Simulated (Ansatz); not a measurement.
# BaTiO3: the cost of one run

Program: Ansatz 0.2.0. Level of theory: DFT PBE+U, scalar-relativistic, plane waves, PAW. These are calculated values, not measurements.

2 further runs of the same task are left out: 2 set aside as unsound or not needed. Runs told in other sessions of the task aren't counted.

### Step 1. The structure to begin with

The structure is orthorhombic, space group Amm2 (No. 38). The conventional cell has a = 4.008 Å, b = 5.747 Å, c = 5.772 Å, α = 90.00°, β = 90.00°, γ = 90.00°. Ba (site symmetry mm2) has 12 O at 2.79 to 2.98 Å in its first shell of neighbours. Ti (site symmetry mm2) has 6 O at 1.89 to 2.19 Å in its first shell of neighbours. Around O (site symmetry mm2) lie 2 Ti at 2.01 Å and 4 Ba at 2.79 to 2.98 Å. O (site symmetry m) is surrounded by 2 Ti at 1.89 to 2.19 Å and 2 Ba at 2.82 Å.

Coordinates:

```xyz
10
Lattice="0.0000 -2.8733 -2.8859 -4.0082 2.8733 -2.8859 4.0082 2.8733 -2.8859" Properties=species:S:1:pos:R:3 pbc="T T T"
Ba    0.0000    2.8733   -8.6111
Ba    0.0000    0.0000   -5.7252
Ti   -2.0041    2.8733   -5.6581
Ti    2.0041    2.8733   -5.6581
O     0.0000    0.0000   -2.9342
O     0.0000    2.8733   -5.8202
O    -2.0041    1.4677   -4.3958
O     2.0041    1.4677   -4.3958
O     2.0041    1.4056   -1.5099
O    -2.0041    1.4056   -1.5099
```

It is built from the cell relaxed beforehand with the same method (13.29 Å³/atom).

### Step 2. The reference cell

The cell is repeated 2 times, 10 atoms in all. Reference values: F = -20312.2619 eV; pressure 0.01 GPa; largest force 0.006 eV/Å; gap on the mesh 2.52 eV. It was computed beforehand with the settings of the runs below.

### Step 3. Setting up freezing in a mode

Mode 17 of the phonon run on this cell, counted from the lowest, is frozen in: each atom moves by x times its row below, so x is the largest displacement.

```
atom     ux      uy      uz
 Ba1  0.000   0.000  -0.047
 Ba2  0.000   0.000  -0.047
 Ti3  0.000  -0.004   0.717
 Ti4  0.000  -0.004   0.717
  O5  0.000  -0.008  -1.000
  O6  0.000  -0.008  -1.000
  O7  0.000   0.156  -0.363
  O8  0.000   0.156  -0.363
  O9  0.000  -0.138  -0.375
 O10  0.000  -0.138  -0.375
```

### Step 4. x = -0.120 Å

input.yaml

```yaml
crystal:
  lattice:
    - [0.0, -2.8732814832, -2.8859184405]
    - [-4.0082194129, 2.8732814832, -2.8859184405]
    - [4.0082194129, 2.8732814832, -2.8859184405]
  atoms:
    - { symbol: Ba, position: [0.9909416263, 0.9954671015, 0.9954671015] }
    - { symbol: Ba, position: [0.9909416263, 0.4954671015, 0.4954671015] }
    - { symbol: Ti, position: [0.495110761, 0.9976378289, 0.4976378289] }
    - { symbol: Ti, position: [0.495110761, 0.4976378289, 0.9976378289] }
    - { symbol: O, position: [0.487423816, 0.2438712628, 0.2438712628] }
    - { symbol: O, position: [0.487423816, 0.7438712628, 0.7438712628] }
    - { symbol: O, position: [0.501900282, 0.7530926535, 0.2530926535] }
    - { symbol: O, position: [0.501900282, 0.2530926535, 0.7530926535] }
    - { symbol: O, position: [0.0063246113, 0.000645622, 0.500645622] }
    - { symbol: O, position: [0.0063246113, 0.500645622, 0.000645622] }
basis:
  ecutwfc: 420
kpoints:
  mp_grid: { grid: [6, 4, 4] }
hamiltonian:
  xc: pbe
  hubbard: { sites: [{ species: Ti, l: d, u_eff: 4.0 }] }
scf:
  occupations: { method: gaussian, width: 0.05 }
output:
  forces: true
  stress: true
  eigenvalues: true
```

Started as:

```bash
$ ansatz run input.yaml --threads 2 --pin off --max-ram 5120MiB --backend cpu --events-out ev --progress --plain --runs-dir out
```

Q: Estimate wall time and peak memory on 2 threads of Intel Xeon Platinum 8259CL at 2.50GHz (Skylake/Cascade Lake), shared host.

About 16 s, with a peak of 0.66 GiB.
